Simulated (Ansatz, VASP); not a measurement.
# V in VASP and in Ansatz

File INCAR:

```
PREC = Accurate ; ENCUT = 520
EDIFF = 1E-6 ; ISMEAR = 0
SIGMA = 0.1 ; LREAL = False
LASPH = True ; NELM = 150
ALGO = Normal ; ISIF = 2
LWAVE = False ; LCHARG = False
ISPIN = 2 ; MAGMOM = 2 2 2 2
LORBIT = 11 ; LMAXMIX = 4
GGA = PE ; NBANDS = 38
```

The input KPOINTS:

```
regular mesh
0
Gamma
  6 6 4
```

Contents of POSCAR:

```
V
1.0
    1.5118855153     -4.7960114534      0.0000000000
    1.5118855153      4.7960114534      0.0000000000
    0.0000000000      0.0000000000      4.0012438411
V
4
Direct
    0.0980000000      0.9020000000      0.9100000000
    0.5980000000      0.4020000000      0.5900000000
    0.9020000000      0.0980000000      0.0900000000
    0.4020000000      0.5980000000      0.4100000000
```

Input for Ansatz:

```yaml
crystal:
  lattice:
    - [1.5118855153, -4.7960114534, 0.0]
    - [1.5118855153, 4.7960114534, 0.0]
    - [0.0, 0.0, 4.0012438411]
  atoms:
    - { symbol: V, position: [0.098, 0.902, 0.91], spin: 2.0 }
    - { symbol: V, position: [0.598, 0.402, 0.59], spin: 2.0 }
    - { symbol: V, position: [0.902, 0.098, 0.09], spin: 2.0 }
    - { symbol: V, position: [0.402, 0.598, 0.41], spin: 2.0 }
basis:
  ecutwfc: 420
kpoints:
  mp_grid: { grid: [6, 6, 4] }
hamiltonian:
  xc: pbe
scf:
  occupations: { method: gaussian, width: 0.1 }
  lower_state_search: "off"
output:
  forces: true
  stress: true
  eigenvalues: true
  populations: true
magnetization:
  spin_polarized: true
```

Alike in both runs: task single point; functional PBE; k mesh 6 × 6 × 4; occupations gaussian, width 0.1 eV; collinear spin.

|  | VASP | Ansatz |
| --- | --- | --- |
| version | VASP 6.6.1 | Ansatz 0.2.0 |
| potentials or method | VASP PAW PBE potentials, release 64 (V_sv) | scalar-relativistic, plane waves, PAW |
| plane-wave cutoff (eV) | 520 | 420 |
| valence electrons in the cell | 52 | 52 |

Ansatz gave:

```
gap on the k mesh at the Fermi level (eV)                     : none
rms of the force components (eV/Å)                            : 3.640
net moment per atom (μB)                                      : 0.21
size of the moment on the site where the two differ most (μB) : 0.14
```

Which values does VASP return?

gap on the k mesh at the Fermi level (eV): none; rms of the force components (eV/Å): 3.985; net moment per atom (μB): 0.24; size of the moment on the site where the two differ most (μB): 0.24.

Site moments also hang on the region over which each program counts them. Atom by atom the forces differ by 0.346 eV/Å (rms over components). A gap of «none» marks a metal or a gap that the smearing closes. The functional is the same, so the differences come from potentials, cutoffs and numerics.

Caveats: the k mesh is coarse (spacing up to 0.39 Å⁻¹), so the values aren't converged; forces of over 1 eV/Å show positions far from the minimum, so gaps and moduli don't describe the material at rest.
